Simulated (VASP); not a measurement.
## Pb: relaxation of cell and atoms with PBE

Pb:

```
Pb
1.0
     3.48000    0.00000    0.00000
    -1.74000    3.01377    0.00000
     0.00000    0.00000    5.59000
Pb
2
Direct
  0.66667 0.33333 0.75000
  0.33333 0.66667 0.25000
```

This isn't the form of Pb at room conditions, which is fcc.

```
Program                : VASP 6.6.1
Task                   : relaxation of cell and atoms
Functional             : PBE
Potentials or basis    : VASP PAW PBE potentials, release 64 (Pb_d)
Cutoff                 : 600 eV
k mesh                 : 7 × 7 × 4
Occupations            : fermi-dirac, width 0.05 eV
Spin                   : no spin polarisation
Further INCAR settings : ALGO = Normal; EDIFF = 1e-06; IBRION = 2; EDIFFG = -0.01; NSW = 40; ISIF = 3
```

* Relaxed volume: 31.73 Å³/atom
* Relaxed cell: a = 3.590 Å, b = 3.590 Å, c = 5.687 Å, α = 90.00°, β = 90.00°, γ = 120.00°
* Space group after relaxing (to 0.05 Å): P6_3/mmc (No. 194)
* Energy gained by relaxing: 26.5 meV/atom
* Ionic steps: 7
* Pressure after relaxing: 0.0 GPa
* Band gap on the k mesh: none (metal or under the smearing width)

The path:
```tsv
step	energy change (eV)	largest force (eV/Å)	pressure (GPa)	volume (Å³)
1	0.0000	0.0000	3.80	58.63
2	-0.0496	0.0000	-0.76	64.72
3	-0.0526	0.0000	-0.01	63.40
4	-0.0526	0.0000	-0.06	63.50
5	-0.0529	0.0000	-0.06	63.48
6	-0.0530	0.0000	-0.04	63.46
7	-0.0530	0.0000	-0.02	63.46
```

Final structure:
```cif
data_structure
_symmetry_space_group_name_H-M 'P 1'
_symmetry_Int_Tables_number 1
_cell_length_a 3.5896
_cell_length_b 3.5896
_cell_length_c 5.6869
_cell_angle_alpha 90.000
_cell_angle_beta 90.000
_cell_angle_gamma 120.000
_cell_volume 63.46
loop_
_atom_site_label
_atom_site_type_symbol
_atom_site_fract_x
_atom_site_fract_y
_atom_site_fract_z
_atom_site_occupancy
Pb1 Pb 0.66667 0.33333 0.75000 1
Pb2 Pb 0.33333 0.66667 0.25000 1
```

Levels at points of the mesh, in eV from the Fermi level:
| k point | band 10 | band 11 | band 12 | band 13 | band 14 | band 15 | band 16 | band 17 | band 18 |
| --- | --- | --- | --- | --- | --- | --- | --- | --- | --- |
| (0.00, 0.00, 0.00) | -16.96 | -11.60 | -7.98 | -4.05 | 4.85 | 4.85 | 6.63 | 6.63 | 7.53 |
| (0.00, 0.00, 0.50) | -17.01 | -10.40 | -10.40 | 0.87 | 0.87 | 5.71 | 5.71 | 5.71 | 5.71 |

Wall time 120 s on 1 thread of Intel(R) Xeon(R) Platinum 8559C (Emerald Rapids), with other jobs on the host, peak memory 0.2 GiB.

The run has no spin-orbit coupling, so splittings on Pb are missing. Zero-point motion and thermal expansion aren't in these numbers.
